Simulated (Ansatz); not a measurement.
Start from InCuS$_{2}$ in the chalcopyrite structure (space group I-42d, No. 122; a = 5.522 Å, c = 11.130 Å). Axes: x, y, z lie along a, b, c of the conventional cell.

Calculations: r2SCAN, PAW, 500 eV (Ansatz, an electronic-structure program; scalar-relativistic without spin-orbit coupling).

Before the change:

```
Property    Result
--------  --------
Pressure  0.00 GPa
```

Modification: strain tensor (xx, yy, zz, yz, xz, xy) = (−0.03, −0.65, −0.86, +1.40, +0.00, +0.28) %; the atoms relax in the strained cell.

Question: Predict the new pressure.

Answer: The pressure (mean of the normal stresses, compression positive) goes from zero to 1.17 GPa.

No phonon test of stability was made. The final runs are not spin-polarised.
